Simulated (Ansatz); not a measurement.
Crystal: B.

```
B
1.0
     2.34611    0.00000    0.00000
     0.00000    2.34611    0.00000
     0.00000    0.00000    1.58579
B
1
Direct
  0.50000 0.50000 0.50000
```

The cell was built by a generator and needn't be a form met in nature.

| Item | Value |
| --- | --- |
| Program | Ansatz 0.2.0 |
| Task | single point |
| Functional | PBE |
| Potentials or basis | all-electron LAPW, scalar-relativistic |
| Cutoff | 374 eV (chosen from the basis error) |
| Basis error allowed | 0.001 eV/atom |
| k mesh | 11 × 11 × 16 |
| Occupations | fermi-dirac, width 0.05 eV |
| Spin | no spin polarisation |

On this cell: pressure -0.4 GPa; band gap on the k mesh none (metal or under the smearing width).

The same run follows on a disturbed copy (cell strained at random at fixed volume):

```
B
1.0
     2.34935   -0.01019    0.01540
    -0.01019    2.33466    0.04230
     0.01041    0.02859    1.59198
B
1
Direct
  0.50269 0.51301 0.50288
```

Task: What does the disturbed cell give?

Result: The energy (extrapolated to zero smearing) moves by -3.1 meV/atom; pressure -1.8 GPa; band gap on the k mesh none (metal or under the smearing width).

Stress tensor (GPa, compression positive):
```
-1.16  0.54  1.35
 0.54 -0.17  2.26
 1.35  2.26 -4.18
```

The energy falls, though the first cell shows no forces: that form is unstable against this distortion, unless noise or another electronic state is at work.
